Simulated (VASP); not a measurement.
Write the native input for VASP 6.6.1 that does the following.

```yaml
Task: single point
Functional: PBEsol
Potentials_or_basis: VASP PAW PBE potentials, release 64 (Hf_pv)
Cutoff: 520 eV
k_mesh: 12 × 12 × 14
Occupations: gaussian, width 0.1 eV
Spin: non-collinear spin, zero start, spin-orbit coupling
Starting_moments: "[[0.0, 0.0, 0.0], [0.0, 0.0, 0.0], [0.0, 0.0, 0.0]] μB"
Further_INCAR_settings: ALGO = Normal; EDIFF = 1e-07
```

The structure of Hf lies in POSCAR:

```
Hf
1.0
    4.9124200000      0.0000000000      0.0000000000
   -2.4562100000      4.2542800000      0.0000000000
    0.0000000000      0.0000000000      3.0596800000
Hf
3
Direct
    0.6666700000      0.3333300000      0.5000000000
    0.3333300000      0.6666700000      0.5000000000
    0.0000000000      0.0000000000      0.0000000000
```

This isn't the form of Hf at room conditions, which is hcp.

The input as run:

INCAR

```
ALGO = Normal
EDIFF = 1E-7
ENCUT = 520
GGA = PS
GGA_COMPAT = False
ISIF = 2
ISMEAR = 0
LASPH = True
LCHARG = False
LMAXMIX = 4
LORBIT = 11
LREAL = False
LSORBIT = True
LWAVE = False
MAGMOM = 0 0 0 0 0 0 0 0 0
NELM = 100
PREC = Accurate
SIGMA = 0.1
```

KPOINTS

```
k-points
0
Gamma
  12 12 14
```

Potentials or basis: VASP PAW PBE potentials, release 64 (Hf_pv).

The run is started by

```console
$ cat potpaw_PBE.64/Hf_pv/POTCAR > POTCAR
$ mpirun -np 1 vasp_ncl > vasp.out
```

Results of the run:

```yaml
Pressure: -0.4 GPa
Net_moment: 0.00 μB per cell
Valence_electrons_inside_the_program's_atomic_spheres: Hf 8.54, 8.38
```

Caveat: the PAW data sets were made with another functional, which shifts forces and pressure a little.

Run time: 25 min on 1 thread of Intel(R) Xeon(R) Platinum 8259CL CPU @ 2.50GHz (Skylake/Cascade Lake), on a shared host, peak memory 1.1 GiB.
